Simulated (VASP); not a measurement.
# MoS2 (R-3m) in VASP: notebook

One crystal, MoS2, is run at these levels: PBE; tasks: single point, relaxation of cell and atoms.

Everything below comes from runs of VASP 6.6.1. Logs are shortened: lines on timing, memory, paths and dates and some standing lists are left out, and cuts for length are marked.

## 1. The structure

Symmetry: R-3m, No. 166, trigonal system. Conventional cell: a = 3.171 Å, b = 3.171 Å, c = 18.345 Å, α = 90.00°, β = 90.00°, γ = 120.00°. Mo (site symmetry -3m) is surrounded by 6 S at 2.39 Å. S (site symmetry 3m) has 3 Mo at 2.39 Å as nearest neighbours.

Measurements of this composition are mostly on another form, of space group No. 194.

## 2. Single point, PBE

File INCAR:

```
PREC = Accurate
ENCUT = 450
EDIFF = 1E-6
ISMEAR = 0
SIGMA = 0.02
LREAL = F
LASPH = T
NELM = 80
ALGO = Fast
ISIF = 2
LWAVE = F
LCHARG = F
GGA = PE
NBANDS = 20
```

File KPOINTS:

```
regular mesh
0
Gamma
  5 5 5
```

File POSCAR:

```
MoS2
1.0
    1.5855000000      0.9153888518      6.1149966667
   -1.5855000000      0.9153888518      6.1149966667
    0.0000000000     -1.8307777036      6.1149966667
Mo S
1 2
Direct
    0.0000000000      0.0000000000      0.0000000000
    0.2500000000      0.2500000000      0.2500000000
    0.7500000000      0.7500000000      0.7500000000
```

Potentials or basis: VASP PAW PBE potentials, release 64 (Mo_sv_GW, S_GW).

The run is started by

```bash
$ cat potpaw_PBE.64/Mo_sv_GW/POTCAR potpaw_PBE.64/S_GW/POTCAR > POTCAR
$ mpirun -np 1 vasp_std > vasp.out
```

OUTCAR:

```text
PREC = Accurate
   ENCUT = 450
   EDIFF = 1E-6
   ISMEAR = 0
   LREAL = F
   LASPH = T
   NELM = 80
   ISIF = 2
   GGA = PE

 ion  position               nearest neighbor table
   1  0.000  0.000  0.000-   3 2.39   2 2.39   3 2.39   3 2.39   2 2.39   2 2.39
   2  0.250  0.250  0.250-   1 2.39   1 2.39   1 2.39
   3  0.750  0.750  0.750-   1 2.39   1 2.39   1 2.39

  LATTYP: Found a trigonal (rhomboedric) cell.
 ALAT       =     6.3831756386
 COS(alpha) =     0.8766074614

  Lattice vectors:

 A1 = (   1.5855000000,   0.9153888518,   6.1149966667)
 A2 = (  -1.5855000000,   0.9153888518,   6.1149966667)
 A3 = (   0.0000000000,  -1.8307777036,   6.1149966667)

Analysis of symmetry for initial positions (statically):
=====================================================================
 Subroutine PRICEL returns:
 Original cell was already a primitive cell.

 Routine SETGRP: Setting up the symmetry group for a
 trigonal (rhombohedral) supercell.

 Subroutine GETGRP returns: Found 12 space group operations
 (whereof 12 operations were pure point group operations)
 out of a pool of 12 trial point group operations.

The static configuration has the point symmetry D_3d.

Analysis of symmetry for dynamics (positions and initial velocities):
=====================================================================
 Subroutine PRICEL returns:
 Original cell was already a primitive cell.

 Routine SETGRP: Setting up the symmetry group for a
 trigonal (rhombohedral) supercell.

 Subroutine GETGRP returns: Found 12 space group operations
 (whereof 12 operations were pure point group operations)
 out of a pool of 12 trial point group operations.

The dynamic configuration has the point symmetry D_3d.

 Subroutine INISYM returns: Found 12 space group operations
 (whereof 12 operations are pure point group operations),
 and found     1 'primitive' translations

----------------------------------------------------------------------------------------

                                     Primitive cell

  volume of cell :      53.2500

  direct lattice vectors                    reciprocal lattice vectors
     1.585500000  0.915388852  6.114996667     0.315357931  0.182071986  0.054510796
    -1.585500000  0.915388852  6.114996667    -0.315357931  0.182071986  0.054510796
     0.000000000 -1.830777704  6.114996667     0.000000000 -0.364143973  0.054510796
[... 79 lines left out ...]
   NELM   =     80;   NELMIN=  2; NELMDL= -5     # of ELM steps
   EDIFF  = 0.1E-05   stopping-criterion for ELM
   LREAL  =      F    real-space projection
   EDIFFG = 0.1E-04   stopping-criterion for IOM
   NSW    =      0    number of steps for IOM
   IBRION =     -1    ionic relax: 0-MD 1-quasi-New 2-CG
   NFREE  =      0    steps in history (QN), initial steepest desc. (CG)
   ISIF   =      2    stress and relaxation
   ISYM   =      2    0-nonsym 1-usesym 2-fastsym
   POTIM  = 0.5000    time-step for ionic-motion
   TEBEG  =    0.0;   TEEND  =   0.0 temperature during run
   PSTRESS=    0.0 pullay stress
   NELECT =      26.0000    total number of electrons
   NUPDOWN=      -1.0000    fix difference up-down
   EMIN   =  10.00;   EMAX   =-10.00  energy-range for DOS
   EFERMI =   0.00;   METHOD = LEGACY
   ISMEAR =     0;   SIGMA  =   0.02  broadening in eV -4-tet -1-fermi 0-gaus
   EFERMI_NEDOS =   21; number of points for ismear=-14 and -15
   IALGO  =     68    algorithm
   IMIX   =      4    mixing-type and parameters
     AMIX     =   0.40;   BMIX     =  1.00
     AMIX_MAG =   1.60;   BMIX_MAG =  1.00
  volume/ion in A,a.u.               =      17.75       119.78
  Fermi-wavevector in a.u.,A,eV,Ry     =   1.289118  2.436081 22.610522  1.661826
  Thomas-Fermi vector in A             =   2.421031
   LORBIT       =      0    0 simple, 1 ext, 2 COOP (PROOUT), +10 PAW based schemes
   GGA     = PE    functional components
   LHFCALC =     F    Hartree Fock is set to
   AEXX    =    0.0000 exact exchange contribution
   IVDW    =     0    specifies the selected vdW correction
   LEPSILON=     F    determine dielectric tensor
   LRPA    =     F    only Hartree local field effects (RPA)
 non-spin polarized calculation
 RMM-DIIS sequential band-by-band and
 Gauss-broadening in eV      SIGMA  =   0.02
  energy-cutoff  :      450.00
  volume of cell :       53.25
 maximum number of plane-waves:      1182
 NGX is ok and might be reduce to    48
   NGX = 23   NGY = 23   NGZ = 23

 number of electron      25.9999999 magnetization

 Free energy of the ion-electron system (eV)
  ---------------------------------------------------
  ext. energy  EPLUGINS =         0.00000000
  ---------------------------------------------------
  free energy    TOTEN  =       -21.66507797 eV

  energy without entropy =      -21.66374943  energy(sigma->0) =      -21.66441370

 E-fermi :   7.4437     XC(G=0): -10.8543

 val. band max:        7.4369202154   @ k =  -0.4000   0.2000   0.0000
 cond. band min:       7.4457381389   @ k =   0.2000   0.2000   0.2000
 fundamental gap:      0.0088179235
 Fermi energy:         7.4437245515

 k-point     1 :       0.0000    0.0000    0.0000
  band No.  band energies     occupation
      1     -54.0008      2.00000
      2     -28.0827      2.00000
      3     -27.9874      2.00000
      4     -27.9874      2.00000
      5      -7.4485      2.00000
      6      -5.8223      2.00000
[... 426 lines left out ...]
     19      15.9326      0.00000
     20      16.2943      0.00000

------------------------ aborting loop because EDIFF is reached ----------------------------------------

  FORCE on cell =-STRESS in cart. coord.  units (eV):
  Direction    XX          YY          ZZ          XY          YZ          ZX
  --------------------------------------------------------------------------------------
  -------------------------------------------------------------------------------------
  Total        2.1783465      2.1783465      3.0939257      0.0000000      0.0000000      0.0000000
  in kB       65.5417746     65.5417746     93.0895901      0.0000000      0.0000000      0.0000000
  external PRESSURE =      74.7243798 kB  Pullay stress =       0.0000000 kB

 VOLUME and BASIS-vectors are now :
 -----------------------------------------------------------------------------
  energy-cutoff  :      450.00
  volume of cell :       53.25
      direct lattice vectors                 reciprocal lattice vectors
     1.585500000  0.915388852  6.114996667     0.315357931  0.182071986  0.054510796
    -1.585500000  0.915388852  6.114996667    -0.315357931  0.182071986  0.054510796
     0.000000000 -1.830777704  6.114996667     0.000000000 -0.364143973  0.054510796

 POSITION                                       TOTAL-FORCE (eV/Angst)
 -----------------------------------------------------------------------------------
      0.00000      0.00000      0.00000         0.000000     -0.000000     -0.000000
      0.00000      0.00000      4.58625        -0.000000     -0.000000     -0.930077
      0.00000      0.00000     13.75874        -0.000000      0.000000      0.930077
 -----------------------------------------------------------------------------------
    total drift:                               -0.000000      0.000000      0.000000

  FREE ENERGIE OF THE ION-ELECTRON SYSTEM (eV)
  ---------------------------------------------------
  free  energy   TOTEN  =       -21.6650779743 eV

  energy  without entropy=      -21.6637494332  energy(sigma->0) =      -21.66441370
```

stdout:

```text
POSCAR found type information on POSCAR MoS
 POSCAR found :  2 types and       3 ions
 scaLAPACK will be used
 LDA part: xc-table for (Slater+PW92), standard interpolation
 POSCAR, INCAR and KPOINTS ok, starting setup
 FFT: planning ... GRIDC
 FFT: planning ... GRID_SOFT
 FFT: planning ... GRID
 WAVECAR not read
 entering main loop
```

It took 1.8 min on 1 thread of Intel Xeon Platinum 8488C (Sapphire Rapids), shared host; peak memory 0.33 GiB.

What came out:

```
Free energy            : -21.6651 eV
Pressure               : 7.5 GPa
Largest force          : 0.930 eV/Å
Band gap on the k mesh : none (metal or under the smearing width)
```

Forces in eV/Å, atoms in the order of the input:
```
Mo   0.000  0.000  0.000
S    0.000  0.000 -0.930
S    0.000  0.000  0.930
```

Caveat: the k mesh is coarse (spacing up to 0.46 Å⁻¹), so the values aren't converged; the cell's inner coordinates are idealised or old, which leaves forces on the atoms.

## 3. Single point, PBE

File INCAR:

```
SYSTEM = MoS2
ALGO = Normal
EDIFF = 1E-6
ENCUT = 450
GGA = PE
ISIF = 2
ISMEAR = 0
LASPH = .True.
LCHARG = .False.
LREAL = .False.
LWAVE = .False.
NELM = 60
PREC = Accurate
SIGMA = 0.02
```

File KPOINTS:

```
k-points
0
Gamma
  4 4 4
  0 0 0
```

POSCAR is that of step 2.

Potentials or basis: VASP PAW PBE potentials, release 64 (Mo_sv_GW, S_GW).

The run is started by

```bash
$ cat potpaw_PBE.64/Mo_sv_GW/POTCAR potpaw_PBE.64/S_GW/POTCAR > POTCAR
$ mpirun -np 1 vasp_std > vasp.out
```

OUTCAR:

```text
SYSTEM = MoS2
   EDIFF = 1E-6
   ENCUT = 450
   GGA = PE
   ISIF = 2
   ISMEAR = 0
   LASPH = .True.
   LREAL = .False.
   NELM = 60
   PREC = Accurate

 ion  position               nearest neighbor table
   1  0.000  0.000  0.000-   3 2.39   2 2.39   3 2.39   3 2.39   2 2.39   2 2.39
   2  0.250  0.250  0.250-   1 2.39   1 2.39   1 2.39
   3  0.750  0.750  0.750-   1 2.39   1 2.39   1 2.39

  LATTYP: Found a trigonal (rhomboedric) cell.
 ALAT       =     6.3831756386
 COS(alpha) =     0.8766074614

  Lattice vectors:

 A1 = (   1.5855000000,   0.9153888518,   6.1149966667)
 A2 = (  -1.5855000000,   0.9153888518,   6.1149966667)
 A3 = (   0.0000000000,  -1.8307777036,   6.1149966667)

Analysis of symmetry for initial positions (statically):
=====================================================================
 Subroutine PRICEL returns:
 Original cell was already a primitive cell.

 Routine SETGRP: Setting up the symmetry group for a
 trigonal (rhombohedral) supercell.

 Subroutine GETGRP returns: Found 12 space group operations
 (whereof 12 operations were pure point group operations)
 out of a pool of 12 trial point group operations.

The static configuration has the point symmetry D_3d.

Analysis of symmetry for dynamics (positions and initial velocities):
=====================================================================
 Subroutine PRICEL returns:
 Original cell was already a primitive cell.

 Routine SETGRP: Setting up the symmetry group for a
 trigonal (rhombohedral) supercell.

 Subroutine GETGRP returns: Found 12 space group operations
 (whereof 12 operations were pure point group operations)
 out of a pool of 12 trial point group operations.

The dynamic configuration has the point symmetry D_3d.

 Subroutine INISYM returns: Found 12 space group operations
 (whereof 12 operations are pure point group operations),
 and found     1 'primitive' translations

----------------------------------------------------------------------------------------

                                     Primitive cell

  volume of cell :      53.2500

  direct lattice vectors                    reciprocal lattice vectors
     1.585500000  0.915388852  6.114996667     0.315357931  0.182071986  0.054510796
    -1.585500000  0.915388852  6.114996667    -0.315357931  0.182071986  0.054510796
     0.000000000 -1.830777704  6.114996667     0.000000000 -0.364143973  0.054510796

  length of vectors
     6.383175639  6.383175639  6.383175639     0.368201385  0.368201385  0.368201385

  position of ions in fractional coordinates (direct lattice)
     0.000000000  0.000000000  0.000000000
     0.250000000  0.250000000  0.250000000
     0.750000000  0.750000000  0.750000000

  ion indices of the primitive-cell ions
   primitive index   ion index
                 1           1
                 2           2
                 3           3

----------------------------------------------------------------------------------------

 KPOINTS: k-points

Automatic generation of k-mesh.
 Grid dimensions read from file:
 generate k-points for:    4    4    4

[... 20 lines left out ...]
  0.000000  0.000000  0.000000      1.000000
  0.250000  0.000000  0.000000      6.000000
  0.500000  0.000000  0.000000      3.000000
  0.250000  0.250000  0.000000      6.000000
  0.500000  0.250000  0.000000     12.000000
 -0.250000  0.250000  0.000000      6.000000
  0.500000  0.500000  0.000000      3.000000
  0.250000  0.250000  0.250000      2.000000
  0.500000  0.250000  0.250000      6.000000
 -0.250000  0.250000  0.250000      6.000000
  0.500000  0.500000  0.250000      6.000000
 -0.250000  0.500000  0.250000      6.000000
  0.500000  0.500000  0.500000      1.000000
   k-points           NKPTS =     13   k-points in BZ     NKDIM =     13   number of bands    NBANDS=     17
   number of dos      NEDOS =    301   number of ions     NIONS =      3
   total plane-waves  NPLWV = 110592
   dimension x,y,z NGX =    48 NGY =   48 NGZ =   48
   dimension x,y,z NGXF=    96 NGYF=   96 NGZF=   96
   ions per type =               1   2
   NGX,Y,Z   is equivalent  to a cutoff of  12.50, 12.50, 12.50 a.u.
   NGXF,Y,Z  is equivalent  to a cutoff of  25.00, 25.00, 25.00 a.u.
 SYSTEM =  MoS2
   PREC   = accura    normal or accurate (medium, high low for compatibility)
   ISTART =      0    job   : 0-new  1-cont  2-samecut
   ICHARG =      2    charge: 1-file 2-atom 10-const
   ISPIN  =      1    spin polarized calculation?
   LNONCOLLINEAR =      F non collinear calculations
   LSORBIT =      F    spin-orbit coupling
   LASPH  =      T    aspherical Exc in radial PAW
   ENCUT  =  450.0 eV  33.07 Ry    5.75 a.u.  11.04 11.04 11.04*2*pi/ulx,y,z
   NELM   =     60;   NELMIN=  2; NELMDL= -5     # of ELM steps
   EDIFF  = 0.1E-05   stopping-criterion for ELM
   LREAL  =      F    real-space projection
   EDIFFG = 0.1E-04   stopping-criterion for IOM
   NSW    =      0    number of steps for IOM
   IBRION =     -1    ionic relax: 0-MD 1-quasi-New 2-CG
   NFREE  =      0    steps in history (QN), initial steepest desc. (CG)
   ISIF   =      2    stress and relaxation
   ISYM   =      2    0-nonsym 1-usesym 2-fastsym
   POTIM  = 0.5000    time-step for ionic-motion
   TEBEG  =    0.0;   TEEND  =   0.0 temperature during run
   PSTRESS=    0.0 pullay stress
   NELECT =      26.0000    total number of electrons
   NUPDOWN=      -1.0000    fix difference up-down
   EMIN   =  10.00;   EMAX   =-10.00  energy-range for DOS
   EFERMI =   0.00;   METHOD = LEGACY
   ISMEAR =     0;   SIGMA  =   0.02  broadening in eV -4-tet -1-fermi 0-gaus
   EFERMI_NEDOS =   21; number of points for ismear=-14 and -15
   IALGO  =     38    algorithm
   IMIX   =      4    mixing-type and parameters
     AMIX     =   0.40;   BMIX     =  1.00
     AMIX_MAG =   1.60;   BMIX_MAG =  1.00
  volume/ion in A,a.u.               =      17.75       119.78
  Fermi-wavevector in a.u.,A,eV,Ry     =   1.289118  2.436081 22.610522  1.661826
  Thomas-Fermi vector in A             =   2.421031
   LORBIT       =      0    0 simple, 1 ext, 2 COOP (PROOUT), +10 PAW based schemes
   GGA     = PE    functional components
   LHFCALC =     F    Hartree Fock is set to
   AEXX    =    0.0000 exact exchange contribution
   IVDW    =     0    specifies the selected vdW correction
   LEPSILON=     F    determine dielectric tensor
   LRPA    =     F    only Hartree local field effects (RPA)
 non-spin polarized calculation
 Gauss-broadening in eV      SIGMA  =   0.02
  energy-cutoff  :      450.00
  volume of cell :       53.25
 maximum number of plane-waves:      1180
 NGX is ok and might be reduce to    48
   NGX = 23   NGY = 23   NGZ = 23

 number of electron      25.9999999 magnetization

 Free energy of the ion-electron system (eV)
  ---------------------------------------------------
  ext. energy  EPLUGINS =         0.00000000
  ---------------------------------------------------
  free energy    TOTEN  =       -21.56065942 eV

  energy without entropy =      -21.55746421  energy(sigma->0) =      -21.55906181

 E-fermi :   7.6964     XC(G=0): -10.8462

 val. band max:        7.6948037263   @ k =   0.5000   0.2500   0.0000
 cond. band min:       7.7032640987   @ k =   0.5000   0.5000   0.5000
 fundamental gap:      0.0084603724
 Fermi energy:         7.6964338162

 k-point     1 :       0.0000    0.0000    0.0000
  band No.  band energies     occupation
      1     -54.0597      2.00000
      2     -28.1304      2.00000
      3     -28.0451      2.00000
      4     -28.0451      2.00000
      5      -7.4145      2.00000
      6      -5.7802      2.00000
[... 237 lines left out ...]
      4     -28.0453      2.00000
      5      -7.1592      2.00000
      6      -6.1950      2.00000
[... 9 lines left out ...]
     16      11.2610      0.00000
     17      11.2610      0.00000

------------------------ aborting loop because EDIFF is reached ----------------------------------------

  FORCE on cell =-STRESS in cart. coord.  units (eV):
  Direction    XX          YY          ZZ          XY          YZ          ZX
  --------------------------------------------------------------------------------------
  -------------------------------------------------------------------------------------
  Total        2.8241884      2.8241884      2.7370311      0.0000000      0.0000000      0.0000000
  in kB       84.9737725     84.9737725     82.3513962      0.0000000      0.0000000      0.0000000
  external PRESSURE =      84.0996471 kB  Pullay stress =       0.0000000 kB

 VOLUME and BASIS-vectors are now :
 -----------------------------------------------------------------------------
  energy-cutoff  :      450.00
  volume of cell :       53.25
      direct lattice vectors                 reciprocal lattice vectors
     1.585500000  0.915388852  6.114996667     0.315357931  0.182071986  0.054510796
    -1.585500000  0.915388852  6.114996667    -0.315357931  0.182071986  0.054510796
     0.000000000 -1.830777704  6.114996667     0.000000000 -0.364143973  0.054510796

 POSITION                                       TOTAL-FORCE (eV/Angst)
 -----------------------------------------------------------------------------------
      0.00000      0.00000      0.00000         0.000000     -0.000000      0.000000
      0.00000      0.00000      4.58625         0.000000      0.000000     -0.789323
      0.00000      0.00000     13.75874         0.000000      0.000000      0.789323
 -----------------------------------------------------------------------------------
    total drift:                                0.000000      0.000000      0.000000

  FREE ENERGIE OF THE ION-ELECTRON SYSTEM (eV)
  ---------------------------------------------------
  free  energy   TOTEN  =       -21.5606594198 eV

  energy  without entropy=      -21.5574642072  energy(sigma->0) =      -21.55906181
```

Run time: 28 s. Hardware: 1 thread of Intel Xeon 6975P-C (Granite Rapids), shared host; peak memory 0.33 GiB.

What came out:

| Property | Result |
| --- | --- |
| Free energy | -21.5607 eV |
| Pressure | 8.4 GPa |
| Largest force | 0.789 eV/Å |
| Band gap on the k mesh | none (metal or under the smearing width) |

Forces on the atoms (eV/Å):
```
Mo   0.000  0.000  0.000
S    0.000  0.000 -0.789
S    0.000  0.000  0.789
```

Caveat: the k mesh is coarse (spacing up to 0.58 Å⁻¹), so the values aren't converged; the cell's inner coordinates are idealised or old, which leaves forces on the atoms.

(Continued in part 2 of 2.)
